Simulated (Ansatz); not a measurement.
**Si: generalised stacking fault**

Computed with DFT LDA, scalar-relativistic, plane waves, PAW in Ansatz. The runs took a 420 eV cutoff, a Γ-centred 22×24×7 mesh and Gaussian smearing (0.15 eV). No spin polarisation. Energies are free energies at this smearing, counted from the undisturbed cell; pressure is positive in compression.

The starting cell (relaxed at this level; this form isn't the usual structure):

```xyz
4
Lattice="1.3042 -2.2590 0.0000 0.0000 0.0000 -2.4708 7.8255 4.5180 0.0000" Properties=species:S:1:pos:R:3 pbc="T T T"
Si    6.8473    3.9533    0.0000
Si    1.6303   -0.5648    0.0000
Si    2.9346    1.6943    0.0000
Si    5.5430    1.6943    0.0000
```

The cut lies on the cell's a–b face, a (1 0 0) plane (indices in the standard cell, whose axes needn't be the Cartesian ones shown) of area 6.44 Å², between layers 2.26 Å apart. Vector c is tilted by f times 1·a + 0·b (length 2.608 Å) with the atoms' Cartesian places fixed: one unrelaxed fault a cell. The cell is metallic on the mesh throughout.

f, γ (mJ/m²) and a bar:
```
   0.0000          0
   0.1000         36 ##
   0.2000        154 #########
   0.3000        315 ##################
   0.4000        457 ###########################
   0.5000        515 ##############################
```

By symmetry 0.6000 repeats 0.4000, 0.8000 repeats 0.2000, 0.7000 repeats 0.3000, 0.9000 repeats 0.1000 in energy, with the opposite slope along the path.

Cost: 6 runs of about 5.4 core-minutes in all, on Intel Xeon Platinum 8259CL (Skylake/Cascade Lake) (shared hosts).